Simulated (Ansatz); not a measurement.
# Cu and the effect of the choice of potentials or basis

Symmetry: I4/mmm, No. 139, tetragonal system. Conventional cell: a = 2.886 Å, b = 2.886 Å, c = 2.752 Å, α = 90.00°, β = 90.00°, γ = 90.00°. Cu (site symmetry 4/mmm) has 10 Cu at 2.46 to 2.75 Å as nearest neighbours.

This isn't the form of Cu at room conditions, which is fcc.

Kept alike: task equation of state; functional PBEsol; k mesh 13 × 13 × 13; occupations fermi-dirac, width 0.05 eV; no spin polarisation. Program: Ansatz. Cutoffs run from 420 to 1415 eV. The mesh is that of the run's cell of 1 atom. No spin-orbit coupling.

| choice of potentials or basis | volume (Å³/atom) | bulk modulus (GPa) |
| --- | --- | --- |
| Ansatz PAW (files of its older set among them) (made for PBE) | 11.361 | 165.3 |
| Ansatz PAW (made for PBE) | 11.360 | 165.1 |
| JTH PAW (made for PBE) | 11.357 | 166.3 |
| PseudoDojo standard (made for PBE) | 11.344 | 168.1 |
| PseudoDojo stringent (made for PBE) | 11.348 | 167.1 |

For a metal such a mesh leaves the last digits unconverged. Volume and modulus come from cells scaled at fixed shape and fractions; off cubic symmetry such a modulus can lie above the relaxed one.

Task: What does the choice of potentials or basis change here?

Result: The volume runs from 11.344 (PseudoDojo standard (made for PBE)) to 11.361 Å³/atom (Ansatz PAW (files of its older set among them) (made for PBE)). The bulk modulus runs from 165.1 (Ansatz PAW (made for PBE)) to 168.1 GPa (PseudoDojo standard (made for PBE)).
